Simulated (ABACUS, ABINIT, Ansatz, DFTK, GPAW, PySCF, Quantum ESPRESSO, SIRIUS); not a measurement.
# The equilibrium volume of SnTe, sorted by core time

**What was measured.** The equilibrium volume of SnTe (Fm-3m) is reported as 31.45 Å³/atom at 300 K (a printed reference work). The runs below try to reproduce it.

The structure is cubic, space group Fm-3m (No. 225). The conventional cell has a = 6.302 Å, b = 6.302 Å, c = 6.302 Å, α = 90.00°, β = 90.00°, γ = 90.00°. Te (site symmetry m-3m) has 6 Sn at 3.15 Å as nearest neighbours. Sn (site symmetry m-3m) has 6 Te at 3.15 Å as nearest neighbours.

```tsv
rung	level	program and potentials	cutoff (eV)	k mesh	smearing	task	core time	chip	equilibrium volume (Å³/atom)	miss	notes
GGA	PBEsol	Ansatz, all-electron LAPW, scalar-relativistic	-	7 × 7 × 7	fermi-dirac 0.05	relaxation of cell and atoms	8.3 s	Intel Xeon 6975P-C Granite Rapids	31.03	-1.3 %	-
GGA + dispersion	revPBE+D3(BJ)	Ansatz, all-electron LAPW, scalar-relativistic	-	7 × 7 × 7	fermi-dirac 0.05	relaxation of cell and atoms	17 s	Arm Neoverse V1	30.77	-2.2 %	-
GGA + dispersion	BLYP+D4	Ansatz, all-electron LAPW, scalar-relativistic	-	7 × 7 × 7	fermi-dirac 0.05	relaxation of cell and atoms	19 s	Arm Neoverse V1	32.58	+3.6 %	-
GGA + dispersion	revPBE+D4	GPAW, the program's PAW data sets (release 1.2.1) made for this functional	600	6 × 6 × 6	fermi-dirac 0.05	equation of state	49 s	Intel Xeon 6975P-C Granite Rapids	30.95	-1.6 %	-
GGA + dispersion	PBEsol+D4	GPAW, PAW data sets generated for this functional	600	6 × 6 × 6	fermi-dirac 0.05	equation of state	91 s	Arm Neoverse V1	30.11	-4.3 %	-
GGA	PBE	ABINIT, PseudoDojo NC SR PBE v0.4.1 standard	1088	5 × 5 × 5	fermi-dirac 0.05	relaxation of cell and atoms	3.2 min	Arm Neoverse V2	32.93	+4.7 %	-
GGA	PBEsol	Quantum ESPRESSO, PseudoDojo 0.4.1 SR PBEsol standard	1088	7 × 7 × 7	fermi-dirac 0.05	equation of state	4.2 min	Arm Neoverse V1	31.07	-1.2 %	-
GGA	PBE	SIRIUS, PseudoDojo 0.4.1 PBE standard (scalar relativistic)	1102	7 × 7 × 7	fermi-dirac 0.05	equation of state	4.2 min	Intel Xeon Platinum 8488C Sapphire Rapids	32.90	+4.6 %	-
GGA	PBEsol	DFTK, SPMS 1.0 (PBE)	816	4 × 4 × 4	fermi-dirac 0.05	equation of state	5 min	Intel Xeon 6975P-C Granite Rapids	30.64	-2.6 %	coarse mesh; potentials made for PBE
GGA	PBEsol	SIRIUS, PseudoDojo 0.4.1 PBEsol standard (scalar relativistic)	1102	7 × 7 × 7	fermi-dirac 0.05	equation of state	6.8 min	Arm Neoverse V1	31.08	-1.2 %	-
GGA	AM05	ABACUS, GBRV ultrasoft 1.5 PBEsol, plane waves	544	6 × 6 × 6	fermi-dirac 0.05	equation of state	7.1 min	Intel Xeon Platinum 8488C Sapphire Rapids	31.15	-1.0 %	potentials made for PBEsol
non-local van der Waals functional	rev-vdW-DF2	Quantum ESPRESSO, PseudoDojo 0.4.1 SR PBE standard	1088	7 × 7 × 7	fermi-dirac 0.05	equation of state	11 min	Arm Neoverse V1	32.46	+3.2 %	potentials made for PBE
GGA	PBEsol	PySCF, DZVP-MOLOPT-SR/GTH-PBE (potentials made for PBE)	-	7 × 7 × 7	fermi-dirac 0.05	equation of state	16 min	Arm Neoverse V2	32.54	+3.5 %	atomic basis; potentials made for PBE
```

Times are single runs on shared hosts and different chips, so they are rough; meshes, cutoffs and the tasks' sizes weigh on the time. All rows: no spin polarisation. Smearing widths are in eV. Meshes differ between rows, which moves values too. Meshes are those of the run's cell of 2 atoms unless a note names another. Relaxations start from the cell shown or near it and stop with a little pressure left. The cell shown, of 31.28 Å³ an atom, is the runs' start and not the measured value. Misses use the values as printed. Runs on faulty files, with rough fits or with known faults for this quantity aren't shown. No row holds spin-orbit coupling.

By rung: GGA 31.03 to 32.93; GGA + dispersion 30.11 to 32.58; non-local van der Waals functional 32.46; GGA on coarse meshes 30.64; GGA in atomic bases 32.54 (Å³/atom). Measured: 31.45 Å³/atom at 300 K (a printed reference work). Closest, coarse meshes and atomic bases left aside, is AM05 (-1.0 %), and PBE misses by +4.6 % to +4.7 % on plain settings. The runs are for a static lattice, while measurements hold temperature and zero-point motion.
